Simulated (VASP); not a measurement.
# ZnSe (Stilleite) (F-43m) in VASP: further runs, part 2 of 2

VASP 6.6.1. Earlier steps stand in the parts before.

### Step 3. Density of states, PBE+ULG, spin-orbit coupling, no magnetisation (volume scaled by 1.15)

File POSCAR:

```
ZnSe
4.1987
    0.000000000000      0.707109975897      0.707109975897
    0.707109975897      0.000000000000      0.707109975897
    0.707109975897      0.707109975897      0.000000000000
Se Zn
1 1
Direct
    0.7500000000      0.7500000000      0.7500000000
    0.0000000000      0.0000000000      0.0000000000
```

File INCAR.step1:

```
PREC     = Accurate       # precision mode
ENCUT    = 520            # plane-wave cutoff, eV
EDIFF    = 1E-6           # SCF threshold, eV
ISMEAR   = 0              # smearing method
SIGMA    = 0.01           # smearing width, eV
LREAL    = False          # projectors in reciprocal space
LASPH    = True           # aspherical terms in the spheres
NELM     = 100            # most SCF steps
ALGO     = Normal         # electronic algorithm
ISIF     = 2              # what is computed and relaxed
LWAVE    = False          # write WAVECAR
LCHARG   = True           # write CHGCAR
MAGMOM   = 0 0 0 0 0 0    # initial moments
LSORBIT  = True           # spin-orbit coupling
GGA_COMPAT= False        
GGA      = PE             # functional
IVDW     = 3              # dispersion correction
```

File KPOINTS.step1:

```
regular mesh
0
Gamma
  6 6 6
```

File INCAR.step2:

```
PREC     = Accurate       # precision mode
ENCUT    = 520            # plane-wave cutoff, eV
EDIFF    = 1E-6           # SCF threshold, eV
ISMEAR   = -5             # smearing method
SIGMA    = 0.01           # smearing width, eV
LREAL    = False          # projectors in reciprocal space
LASPH    = True           # aspherical terms in the spheres
NELM     = 100            # most SCF steps
ALGO     = Normal         # electronic algorithm
ISIF     = 2              # what is computed and relaxed
LWAVE    = False          # write WAVECAR
LCHARG   = False          # write CHGCAR
MAGMOM   = 0 0 0 0 0 0    # initial moments
LORBIT   = 11             # projections on sites
LSORBIT  = True           # spin-orbit coupling
GGA_COMPAT= False        
GGA      = PE             # functional
IVDW     = 3              # dispersion correction
NEDOS    = 2001           # points of the DOS
ICHARG   = 11             # starting density
```

File KPOINTS.step2:

```
regular mesh
0
Gamma
  9 9 9
```

Potentials or basis: VASP PAW PBE potentials, release 64 (Se, Zn).

Command:

```bash
$ cat potpaw_PBE.64/Se/POTCAR potpaw_PBE.64/Zn/POTCAR > POTCAR
$ cp INCAR.step1 INCAR
$ cp KPOINTS.step1 KPOINTS
$ mpirun -np 1 vasp_ncl > vasp.out
$ cp INCAR.step2 INCAR
$ cp KPOINTS.step2 KPOINTS
$ mpirun -np 1 vasp_ncl > vasp.out
```

Run time: 4.7 min. Hardware: 1 thread of Intel Xeon Platinum 8488C (Sapphire Rapids), shared host; peak memory 0.35 GiB.

Results (log left out):

| Property | Result |
| --- | --- |
| Valence electrons inside the program's atomic spheres | Se 3.82; Zn 10.64 |
| Dispersion energy per atom | -0.081 eV |

### Step 4. Band structure, PBE

File INCAR:

```
PREC = Accurate
ENCUT = 520
EDIFF = 1E-6
ISMEAR = -1
SIGMA = 0.05
LREAL = F
LASPH = T
NELM = 60
ALGO = Normal
ISIF = 2
LWAVE = F
LCHARG = F
GGA = PE
NBANDS = 16
```

File KPOINTS:

```
Automatic mesh
0
Gamma
  8 8 8
```

File POSCAR:

```
ZnSe
1.0
    0.0000000000      2.8338000000      2.8338000000
    2.8338000000      0.0000000000      2.8338000000
    2.8338000000      2.8338000000      0.0000000000
Se Zn
1 1
Direct
    0.7500000000      0.7500000000      0.7500000000
    0.0000000000      0.0000000000      0.0000000000
```

File KPOINTS_OPT:

```
path GXWKGLUWLK,UX
20
line-mode
reciprocal
 0.0000000000  0.0000000000  0.0000000000  G
 0.5000000000  0.0000000000  0.5000000000  X

 0.5000000000  0.0000000000  0.5000000000  X
 0.5000000000  0.2500000000  0.7500000000  W

 0.5000000000  0.2500000000  0.7500000000  W
 0.3750000000  0.3750000000  0.7500000000  K

 0.3750000000  0.3750000000  0.7500000000  K
 0.0000000000  0.0000000000  0.0000000000  G

 0.0000000000  0.0000000000  0.0000000000  G
 0.5000000000  0.5000000000  0.5000000000  L

 0.5000000000  0.5000000000  0.5000000000  L
 0.6250000000  0.2500000000  0.6250000000  U

 0.6250000000  0.2500000000  0.6250000000  U
 0.5000000000  0.2500000000  0.7500000000  W

 0.5000000000  0.2500000000  0.7500000000  W
 0.5000000000  0.5000000000  0.5000000000  L

 0.5000000000  0.5000000000  0.5000000000  L
 0.3750000000  0.3750000000  0.7500000000  K

 0.6250000000  0.2500000000  0.6250000000  U
 0.5000000000  0.0000000000  0.5000000000  X
```

Command:

```bash
$ cat potpaw_PBE.64/Se/POTCAR potpaw_PBE.64/Zn/POTCAR > POTCAR
$ mpirun -np 1 vasp_std > vasp.out
```

Wall time 1.7 min (1 thread of Intel Xeon Platinum 8259CL at 2.50GHz (Skylake/Cascade Lake), shared host); peak memory 0.18 GiB.

Results (log left out):

```
Free energy             : -6.0201 eV
Pressure                : 2.3 GPa
Band gap on the k mesh  : 1.29 eV, direct
Band gap along the path : 1.29 eV, direct
```

Levels at the corners of the path, in eV from the valence-band top:
```
point  band 6  band 7  band 8  band 9  band 10  band 11  band 12  band 13
    Γ   -6.18    0.00    0.00    0.00     1.29     5.80     5.80     5.80
    X   -6.00   -4.75   -2.19   -2.19     2.98     3.46    10.74    11.25
    X   -6.00   -4.75   -2.19   -2.19     2.98     3.46    10.74    11.25
    W   -5.88   -4.68   -2.76   -2.66     5.48     5.55     6.97     7.71
    W   -5.88   -4.68   -2.76   -2.66     5.48     5.55     6.97     7.71
    K   -5.91   -4.72   -3.09   -1.79     3.58     5.60     9.04     9.27
    K   -5.91   -4.72   -3.09   -1.79     3.58     5.60     9.04     9.27
    Γ   -6.18    0.00    0.00    0.00     1.29     5.80     5.80     5.80
    Γ   -6.18    0.00    0.00    0.00     1.29     5.80     5.80     5.80
    L   -6.02   -5.23   -0.87   -0.87     2.54     6.38     6.38     8.58
    L   -6.02   -5.23   -0.87   -0.87     2.54     6.38     6.38     8.58
    U   -5.91   -4.72   -3.09   -1.79     3.58     5.60     9.04     9.27
    U   -5.91   -4.72   -3.09   -1.79     3.58     5.60     9.04     9.27
    W   -5.88   -4.68   -2.76   -2.66     5.48     5.55     6.97     7.71
    W   -5.88   -4.68   -2.76   -2.66     5.48     5.55     6.97     7.71
    L   -6.02   -5.23   -0.87   -0.87     2.54     6.38     6.38     8.58
    L   -6.02   -5.23   -0.87   -0.87     2.54     6.38     6.38     8.58
    K   -5.91   -4.72   -3.09   -1.79     3.58     5.60     9.04     9.27
    U   -5.91   -4.72   -3.09   -1.79     3.58     5.60     9.04     9.27
    X   -6.00   -4.75   -2.19   -2.19     2.98     3.46    10.74    11.25
```

### Step 5. Band structure, PBE, spin-orbit coupling, no magnetisation

File INCAR:

```
PREC     = Accurate       # precision mode
ENCUT    = 520            # plane-wave cutoff, eV
EDIFF    = 1E-6           # SCF threshold, eV
ISMEAR   = -1             # smearing method
SIGMA    = 0.05           # smearing width, eV
LREAL    = False          # projectors in reciprocal space
LASPH    = True           # aspherical terms in the spheres
NELM     = 60             # most SCF steps
ALGO     = Normal         # electronic algorithm
ISIF     = 2              # what is computed and relaxed
LWAVE    = False          # write WAVECAR
LCHARG   = False          # write CHGCAR
MAGMOM   = 0 0 0 0 0 0    # initial moments
LORBIT   = 11             # projections on sites
LSORBIT  = True           # spin-orbit coupling
GGA_COMPAT= False        
GGA      = PE             # functional
NBANDS   = 30             # bands
```

File KPOINTS:

```
Automatic mesh
0
Gamma
  6 6 6
```

POSCAR is that of step 4.

KPOINTS_OPT, as its differences from that of step 4:

```diff
@@ -1,3 +1,3 @@
 path GXWKGLUWLK,UX
-20
+15
 line-mode
```

Command:

```bash
$ cat potpaw_PBE.64/Se/POTCAR potpaw_PBE.64/Zn/POTCAR > POTCAR
$ mpirun -np 1 vasp_ncl > vasp.out
```

Wall time 4.9 min (1 thread of Intel Xeon Platinum 8259CL at 2.50GHz (Skylake/Cascade Lake), shared host); peak memory 0.3 GiB.

The run converged. Its results:

| Property | Result |
| --- | --- |
| Free energy | -6.0375 eV |
| Pressure | 2.4 GPa |
| Valence electrons inside the program's atomic spheres | Se 3.90; Zn 10.77 |

### Step 6. For comparison

An earlier run on the cell as given: functional PBE; potentials or basis VASP PAW PBE potentials, release 64 (Se, Zn); cutoff 520 eV; k mesh 8 × 8 × 8; occupations fermi-dirac, width 0.05 eV; no spin polarisation.

- Pressure: 2.3 GPa
- Band gap on the k mesh: 1.29 eV, direct

### Step 7. The runs side by side

| task | level | spin | cell | k mesh | cutoff (eV) | smearing | k mesh for the DOS | gap on the mesh (eV) | pressure (GPa) |
| --- | --- | --- | --- | --- | --- | --- | --- | --- | --- |
| band structure | PBE+D2 | off | volume scaled by 0.8 | 8 × 8 × 8 | 500 | fermi-dirac 0.05 eV | - | 2.27 | - |
| density of states | PBE+ULG | SOC, no magnetisation | volume scaled by 1.15 | 6 × 6 × 6 | 520 | gaussian 0.01 eV | 9 × 9 × 9 | - | - |
| band structure | PBE | off | as given | 8 × 8 × 8 | 520 | fermi-dirac 0.05 eV | - | 1.29 | 2.3 |
| band structure | PBE | SOC, no magnetisation | as given | 6 × 6 × 6 | 520 | fermi-dirac 0.05 eV | - | - | 2.4 |
| single point | PBE | off | as given | 8 × 8 × 8 | 520 | fermi-dirac 0.05 eV | - | 1.29 | 2.3 |

Alike in all rows: potentials or basis VASP PAW PBE potentials, release 64 (Se, Zn).

Absolute energies hang on the potentials; compare differences alone.

### Step 8. How close it comes

Step 4. Against the measured gap of ZnSe, 2.695 eV (an exciton energy, a little under the gap; 300 K; “Alloy Disordering Effects on the Thermal Conductivity and Energy Gap Temperature Dependence of Cd1−xZnxSe Ternary Crystals Grown by the Bridgman Method”, 2023, pmc:10253836), the calculated 1.29 eV is off by -1.40 eV. So large a miss can be the level of theory's own, or it may mean another phase, state or a wrong row. Spin-orbit coupling on Se is left out. The value is that of PBE, without temperature or zero-point motion. Semilocal functionals fall short of measured gaps as a rule.
